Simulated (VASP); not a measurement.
# Pb (Fm-3m) in VASP: a series of runs, part 2 of 2

VASP 6.6.1.

### Step 3. Relaxation of cell and atoms, PBE+D3(BJ)

This run uses another cell than the first one, of 30.51 Å³/atom, 1.006 times its volume.

Contents of INCAR:

```
SYSTEM = Pb
PREC = Accurate ; ENCUT = 600
EDIFF = 1E-7 ; ISMEAR = 1
SIGMA = 0.1 ; LREAL = .False.
LASPH = .True. ; NELM = 80
ALGO = Normal ; ISIF = 3
LWAVE = .False. ; LCHARG = .False.
GGA = PE ; IVDW = 12
IBRION = 2 ; NSW = 90
EDIFFG = -0.005
```

Contents of KPOINTS:

```
Automatic mesh
0
Gamma
  14 14 14
  0 0 0
```

Contents of POSCAR:

```
Pb                                      
1.0
    0.0000000000      2.4799742033      2.4799742033
    2.4799742033      0.0000000000      2.4799742033
    2.4799742033      2.4799742033      0.0000000000
  Pb            
     1
Direct
     1.0000000000000000    1.0000000000000000    1.0000000000000000
```

Potentials or basis: VASP PAW PBE potentials, release 64 (Pb_d).

Run with:

```sh
$ cat potpaw_PBE.64/Pb_d/POTCAR > POTCAR
$ mpirun -np 1 vasp_std > vasp.out
```

Wall time 29 s (1 thread of Intel Xeon 6975P-C (Granite Rapids), shared host); peak memory 0.2 GiB.

Results (log left out):

```yaml
Free_energy: -3.9651 eV
Relaxed_volume: 30.47 Å³/atom
Relaxed_cell: a = 3.506 Å, b = 3.506 Å, c = 3.506 Å, α = 60.00°, β = 60.00°, γ = 60.00°
Space_group_after_relaxing_to_0.05_Å: Fm-3m (No. 225)
Energy_gained_by_relaxing: 0.0 meV/atom
Ionic_steps: 2
Pressure_after_relaxing: 0.0 GPa
Band_gap_on_the_k_mesh: none (metal or under the smearing width)
Dispersion_energy_per_atom: -0.408 eV
```

Final structure:
```xyz
1
Lattice="0.0000 2.4789 2.4789 2.4789 0.0000 2.4789 2.4789 2.4789 0.0000" Properties=species:S:1:pos:R:3 pbc="T T T"
Pb    2.4789    4.9579    2.4789
```

Levels at points of the mesh, in eV from the Fermi level:
```csv
k point,band 4,band 5,band 6,band 7,band 8,band 9,band 10,band 11
"(0.00, 0.00, 0.00)",-16.97,-16.97,-11.76,7.34,7.34,7.34,9.72,11.24
"(0.50, 0.00, 0.00)",-16.84,-16.84,-8.17,-4.22,5.51,5.51,9.20,9.38
"(0.50, 0.50, 0.00)",-16.81,-16.81,-6.77,-3.29,2.00,2.00,5.32,6.59
```

Caveat: pairwise dispersion overbinds metals, which lowers pressure and volume.

### Step 4. Relaxation of the atoms, PBE+D3(BJ) (a relaxed cell with its volume scaled by 0.94)

Contents of INCAR:

```
SYSTEM = Pb
PREC = Accurate ; ENCUT = 600
EDIFF = 1E-7 ; ISMEAR = 1
SIGMA = 0.1 ; LREAL = .False.
LASPH = .True. ; NELM = 80
ALGO = Fast ; ISIF = 2
LWAVE = .False. ; LCHARG = .False.
GGA = PE ; IVDW = 12
IBRION = 2 ; NSW = 40
EDIFFG = -0.01
```

KPOINTS is that of step 3.

Contents of POSCAR:

```
Pb                                      
1.0
    0.0000000000      2.4283432807      2.4283432807
    2.4283432807      0.0000000000      2.4283432807
    2.4283432807      2.4283432807      0.0000000000
  Pb            
     1
Direct
     1.0000000000000000    0.0000000000000000    1.0000000000000000
```

Run with:

```sh
$ cat potpaw_PBE.64/Pb_d/POTCAR > POTCAR
$ mpirun -np 1 vasp_std > vasp.out
```

It took 26 s on 1 thread of Intel Xeon 6975P-C (Granite Rapids), shared host; peak memory 0.18 GiB.

It converged, with:

* Free energy: -3.9472 eV
* Pressure after relaxing: 3.4 GPa
* Band gap on the k mesh: none (metal or under the smearing width)
* Dispersion energy per atom: -0.434 eV

Final structure:
```
CELL_PARAMETERS angstrom
0.00000 2.42834 2.42834
2.42834 0.00000 2.42834
2.42834 2.42834 0.00000
ATOMIC_POSITIONS crystal
Pb 0.00000 0.00000 0.00000
```

Levels at points of the mesh, in eV from the Fermi level:
| k point | band 4 | band 5 | band 6 | band 7 | band 8 | band 9 | band 10 | band 11 |
| --- | --- | --- | --- | --- | --- | --- | --- | --- |
| (0.00, 0.00, 0.00) | -17.02 | -17.02 | -12.23 | 7.81 | 7.81 | 7.81 | 9.72 | 12.01 |
| (0.50, 0.00, 0.00) | -16.86 | -16.86 | -8.25 | -4.57 | 5.83 | 5.83 | 9.20 | 9.93 |
| (0.50, 0.50, 0.00) | -16.82 | -16.82 | -6.70 | -3.57 | 2.04 | 2.04 | 5.49 | 6.77 |

Caveat: the relaxation stopped at its first step, so nothing moved; pairwise dispersion overbinds metals, which lowers pressure and volume.

### Step 5. Relaxation of the atoms, PBE+D3(BJ) (a relaxed cell with its volume scaled by 0.96)

INCAR is that of step 4.

KPOINTS is that of step 4.

Contents of POSCAR:

```
Pb                                      
1.0
    0.0000000000      2.4454448532      2.4454448532
    2.4454448532      0.0000000000      2.4454448532
    2.4454448532      2.4454448532      0.0000000000
  Pb            
     1
Direct
     1.0000000000000000    0.0000000000000000    1.0000000000000000
```

Potentials or basis: VASP PAW PBE potentials, release 64 (Pb_d).

Run with:

```sh
$ cat potpaw_PBE.64/Pb_d/POTCAR > POTCAR
$ mpirun -np 1 vasp_std > vasp.out
```

OUTCAR:

```text
SYSTEM = Pb
   PREC = Accurate
   ENCUT = 600
   EDIFF = 1E-7
   ISMEAR = 1
   LREAL = .False.
   LASPH = .True.
   NELM = 80
   ISIF = 2
   GGA = PE
   IVDW = 12
   IBRION = 2
   NSW = 40
   EDIFFG = -0.01
 IVDW          = 12

 ion  position               nearest neighbor table
   1  0.000  0.000  0.000-

  LATTYP: Found a face centered cubic cell.
 ALAT       =     4.8908897064

  Lattice vectors:

 A1 = (   0.0000000000,   2.4454448532,   2.4454448532)
 A2 = (   2.4454448532,   0.0000000000,   2.4454448532)
 A3 = (   2.4454448532,   2.4454448532,   0.0000000000)

Analysis of symmetry for initial positions (statically):
=====================================================================
 Subroutine PRICEL returns:
 Original cell was already a primitive cell.

 Routine SETGRP: Setting up the symmetry group for a
 face centered cubic supercell.

 Subroutine GETGRP returns: Found 48 space group operations
 (whereof 48 operations were pure point group operations)
 out of a pool of 48 trial point group operations.

The static configuration has the point symmetry O_h .

Analysis of symmetry for dynamics (positions and initial velocities):
[... 172 lines left out ...]
      4      -9.2509      2.00000
      5      -9.2509      2.00000
      6      -4.3112      2.00000
      7      15.4003      0.00000
      8      15.4003      0.00000
      9      15.4003      0.00000
     10      17.4767      0.00000
     11      19.4989      0.00000
[... 309 lines left out ...]
 k-point    24 :       0.2857    0.1429    0.0000
  band No.  band energies     occupation
      1      -9.4543      2.00000
      2      -9.3437      2.00000
      3      -9.3119      2.00000
      4      -9.2662      2.00000
      5      -9.1744      2.00000
      6      -2.8182      2.00000
      7       9.0294     -0.00000
      8      12.5809      0.00000
      9      12.8756      0.00000
     10      16.2207      0.00000
     11      17.8941      0.00000

 [... further k-points ...]

------------------------ aborting loop because EDIFF is reached ----------------------------------------

 Edisp (eV)   -0.42502

 E8    (eV) :    -0.2154

  FORCE on cell =-STRESS in cart. coord.  units (eV):
  Direction    XX          YY          ZZ          XY          YZ          ZX
  --------------------------------------------------------------------------------------
  -------------------------------------------------------------------------------------
  Total       0.38002     0.38002     0.38002     0.00000     0.00000     0.00000
  in kB      20.81656    20.81656    20.81656     0.00000     0.00000     0.00000
  external pressure =       20.82 kB  Pullay stress =        0.00 kB

 VOLUME and BASIS-vectors are now :
 -----------------------------------------------------------------------------
  energy-cutoff  :      600.00
  volume of cell :       29.25
      direct lattice vectors                 reciprocal lattice vectors
     0.000000000  2.445444853  2.445444853    -0.204461777  0.204461777  0.204461777
     2.445444853  0.000000000  2.445444853     0.204461777 -0.204461777  0.204461777
     2.445444853  2.445444853  0.000000000     0.204461777  0.204461777 -0.204461777

 POSITION                                       TOTAL-FORCE (eV/Angst)
 -----------------------------------------------------------------------------------
      0.00000      0.00000      0.00000         0.000000      0.000000      0.000000
 -----------------------------------------------------------------------------------
    total drift:                               -0.000000     -0.000000     -0.000000

  FREE ENERGIE OF THE ION-ELECTRON SYSTEM (eV)
  ---------------------------------------------------
  free  energy   TOTEN  =        -3.9574373301 eV

  energy  without entropy=       -3.9577263158  energy(sigma->0) =       -3.95753366

 reached required accuracy - stopping structural energy minimisation
```

CONTCAR:

```text
Pb
   1.00000000000000
     0.0000000000000000    2.4454448532000002    2.4454448532000002
     2.4454448532000002    0.0000000000000000    2.4454448532000002
     2.4454448532000002    2.4454448532000002    0.0000000000000000
  Pb
     1
Direct
     0.0000000000000000    0.0000000000000000    0.0000000000000000

  0.00000000E+00  0.00000000E+00  0.00000000E+00
```

It took 27 s on 1 thread of Intel Xeon 6975P-C (Granite Rapids), shared host; peak memory 0.18 GiB.

Results:

```yaml
Free_energy: -3.9574 eV
Pressure_after_relaxing: 2.1 GPa
Band_gap_on_the_k_mesh: none (metal or under the smearing width)
Dispersion_energy_per_atom: -0.425 eV
```

Final structure:
```
Pb
1.0
     0.00000    2.44544    2.44544
     2.44544    0.00000    2.44544
     2.44544    2.44544    0.00000
Pb
1
Direct
  0.00000 0.00000 0.00000
```

Caveat: the relaxation stopped at its first step, so nothing moved; pairwise dispersion overbinds metals, which lowers pressure and volume. The run has no spin-orbit coupling, so splittings on Pb are missing.

### Step 6. Relaxation of the atoms, PBE+D3(BJ) (a relaxed cell with its volume scaled by 0.98)

INCAR is that of step 5.

KPOINTS is that of step 5.

Contents of POSCAR:

```
Pb                                      
1.0
    0.0000000000      2.4623105231      2.4623105231
    2.4623105231      0.0000000000      2.4623105231
    2.4623105231      2.4623105231      0.0000000000
  Pb            
     1
Direct
     1.0000000000000000    0.0000000000000000    1.0000000000000000
```

Potentials or basis: VASP PAW PBE potentials, release 64 (Pb_d).

Run with:

```sh
$ cat potpaw_PBE.64/Pb_d/POTCAR > POTCAR
$ mpirun -np 1 vasp_std > vasp.out
```

Run time: 30 s. Hardware: 1 thread of Intel Xeon 6975P-C (Granite Rapids), shared host; peak memory 0.18 GiB.

The run converged. Its results:

| Item | Value |
| --- | --- |
| Free energy | -3.9632 eV |
| Pressure after relaxing | 1.0 GPa |
| Band gap on the k mesh | none (metal or under the smearing width) |
| Dispersion energy per atom | -0.416 eV |

Final structure:
```
Pb
1.0
     0.00000    2.46231    2.46231
     2.46231    0.00000    2.46231
     2.46231    2.46231    0.00000
Pb
1
Direct
  0.00000 0.00000 0.00000
```

Levels at points of the mesh, in eV from the Fermi level:
```
           k point  band 3  band 4  band 5  band 6  band 7  band 8  band 9  band 10  band 11
(0.00, 0.00, 0.00)  -17.14  -16.99  -16.99  -11.91    7.49    7.49    7.49     9.72    11.49
(0.50, 0.00, 0.00)  -17.13  -16.85  -16.85   -8.20   -4.34    5.61    5.61     9.20     9.55
(0.50, 0.50, 0.00)  -16.86  -16.82  -16.82   -6.75   -3.39    2.01    2.01     5.37     6.64
```

Caveat: the relaxation stopped at its first step, so nothing moved; pairwise dispersion overbinds metals, which lowers pressure and volume.

### Step 7. Summary

```csv
task,cell,gap on the mesh (eV),pressure (GPa)
relaxation of cell and atoms,relaxed,none,0.0
relaxation of the atoms,atoms relaxed from: a relaxed cell with its volume scaled by 0.94,none,3.4
relaxation of the atoms,atoms relaxed from: a relaxed cell with its volume scaled by 0.96,none,2.1
relaxation of the atoms,atoms relaxed from: a relaxed cell with its volume scaled by 0.98,none,1.0
```

Alike in all rows: level PBE+D3(BJ); potentials or basis VASP PAW PBE potentials, release 64 (Pb_d); no spin polarisation; k mesh 14 × 14 × 14; cutoff (eV) 600; smearing methfessel-paxton 0.1 eV.

Caveats: pairwise dispersion overbinds metals, which lowers pressure and volume; the relaxation stopped at its first step, so nothing moved (some runs).

Absolute energies hang on the potentials; compare differences alone.
